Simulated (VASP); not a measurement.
Write the native input for VASP 6.6.1 that does the following.

```yaml
Task: electric field gradients
Functional: PBEsol
Potentials_or_basis: VASP PAW PBE potentials, release 64 (Be)
Cutoff: 520 eV
k_mesh: 16 × 16 × 9
Occupations: fermi-dirac, width 0.05 eV
Spin: no spin polarisation
Further_INCAR_settings: ALGO = Normal; EDIFF = 1e-07
```

The structure of Be lies in POSCAR:

```
Be
1.0
    2.2853000000      0.0000000000      0.0000000000
   -1.1426500000      1.9791278553      0.0000000000
    0.0000000000      0.0000000000      3.5842000000
Be
2
Direct
    0.3333333333      0.6666666667      0.2500000000
    0.6666666667      0.3333333333      0.7500000000
```

One way to write it, as run:

INCAR

```
SYSTEM = Be
ALGO = Normal
EDIFF = 1E-7
ENCUT = 520
GGA = PS
ISIF = 2
ISMEAR = -1
LASPH = .TRUE.
LCHARG = .FALSE.
LEFG = .TRUE.
LREAL = .FALSE.
LWAVE = .FALSE.
NELM = 100
PREC = Accurate
SIGMA = 0.05
```

KPOINTS

```
k-points
0
G
  16 16 9
  0 0 0
```

Potentials or basis: VASP PAW PBE potentials, release 64 (Be).

Command:

```console
$ cat potpaw_PBE.64/Be/POTCAR > POTCAR
$ mpirun -np 1 vasp_std > vasp.out
```

Results of the run:

```json
{"Pressure": "-3.6 GPa", "Band gap on the k mesh": "none (metal or under the smearing width)"}
```

Caveat: the PAW data sets were made with another functional, which shifts forces and pressure a little.

Run time: 9.6 s on 1 thread of Intel(R) Xeon(R) Platinum 8259CL CPU @ 2.50GHz (Skylake/Cascade Lake), on a shared host, peak memory 0.13 GiB.
